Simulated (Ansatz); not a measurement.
Crystal: Ti.

```
Ti
1.0
    -1.64100    1.64100    1.64100
     1.64100   -1.64100    1.64100
     1.64100    1.64100   -1.64100
Ti
1
Direct
  0.00000 0.00000 0.00000
```

This isn't the form of Ti at room conditions, which is hcp.

```yaml
Program: Ansatz 0.2.0
Task: relaxation of cell and atoms
Functional: BLYP
Dispersion: D4
Potentials_or_basis: Ansatz PAW
Cutoff: "420 eV (not typed: the program's choice for these potentials)"
k_mesh: 11 × 11 × 11
Occupations: fermi-dirac, width 0.05 eV
Spin: no spin polarisation
```

At the start: volume 17.68 Å³/atom.

Question: How do energy, volume and symmetry change on relaxing?

Answer: It ends after 5 steps and the volume is 17.02 Å³/atom (-3.7 %); space group Im-3m (No. 229, to 0.05 Å).

The path:
| step | energy change (eV) | largest force (eV/Å) | volume (Å³) |
| --- | --- | --- | --- |
| 1 | 0.0000 | 0.0000 | 17.68 |
| 2 | -0.0022 | 0.0000 | 16.49 |
| 3 | -0.0079 | 0.0000 | 17.05 |
| 4 | -0.0079 | 0.0000 | 17.02 |
| 5 | -0.0079 | 0.0000 | 17.02 |

Final structure:
```
Ti
1.0
    -1.62051    1.62051    1.62051
     1.62051   -1.62051    1.62051
     1.62051    1.62051   -1.62051
Ti
1
Direct
  0.00000 0.00000 0.00000
```

Caveat: the plane-wave basis is chosen anew once the cell has moved, so the energies of steps on either side of that aren't comparable; the PAW data sets come from PBE, with cores solved anew for the run's functional, which leaves a small shift of forces and pressure.
